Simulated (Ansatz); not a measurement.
**Tl under changes of volume**

One of the cells (28.575 Å³/atom); the others are scaled copies at fixed shape and fractional positions:

```
CELL_PARAMETERS angstrom
3.45600 0.00000 0.00000
-1.72800 2.99298 0.00000
0.00000 0.00000 5.52500
ATOMIC_POSITIONS crystal
Tl 0.66667 0.33333 0.75000
Tl 0.33333 0.66667 0.25000
```

| Property | Result |
| --- | --- |
| Program | Ansatz 0.2.0 |
| Functional | PBE |
| Potentials or basis | Ansatz PAW |
| Cutoff | 420 eV (not typed: the program's choice for these potentials) |
| k mesh | 9 × 9 × 5 |
| Occupations | fermi-dirac, width 0.05 eV |
| Spin | no spin polarisation |

```csv
volume (Å³/atom),energy over the lowest point (meV/atom),pressure (GPa)
26.860,76.83,6.6
27.432,55.48,5.4
28.003,?,?
28.575,24.19,3.4
29.146,13.43,2.6
29.718,5.47,1.9
30.289,0.00,1.2
```

**Question.** What does the run at 28.003 Å³/atom give?

**Answer.** Energy over the lowest point 38.08 meV/atom; pressure 4.4 GPa.

Worked out: A Birch-Murnaghan fit of order 3 (a polynomial in V^(-2/3)) to the other rows has no minimum within the range. It gives 38.09 meV/atom at 28.003 Å³/atom, against the run's 38.08, and -dE/dV = 4.4 GPa, against 4.4.

Energies are extrapolated to zero smearing.
